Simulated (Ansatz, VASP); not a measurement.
# Au: VASP beside Ansatz

```
CELL_PARAMETERS angstrom
0.00000 2.32585 2.32585
2.32585 0.00000 2.32585
2.32585 2.32585 0.00000
ATOMIC_POSITIONS crystal
Au 0.87500 0.87500 0.87500
Au 0.12500 0.12500 0.12500
```

Change from the starting cell: volume scaled by 0.43, LAPW.

Alike in both runs: task single point; functional PBE; k mesh 12 × 12 × 12; occupations fermi-dirac, width 0.05 eV; no spin polarisation.

|  | VASP | Ansatz |
| --- | --- | --- |
| version | VASP 6.6.1 | Ansatz 0.2.0 |
| potentials or method | VASP PAW PBE potentials, release 64 (Au), cutoff 520 eV | all-electron LAPW, scalar-relativistic |

Ansatz gave:

- pressure (GPa): 444.7

Task: Estimate VASP's values.

Result: Pressure (GPa): 417.7.

Ansatz ran all-electron here, so the differences hold the error of VASP's frozen core and of both bases.

Caveats: the cell as given lies far from equilibrium; so large a pressure means that the cell lies far from this level's equilibrium, or that cutoff or potentials fall short (VASP). The runs have no spin-orbit coupling, so splittings on Au are missing.
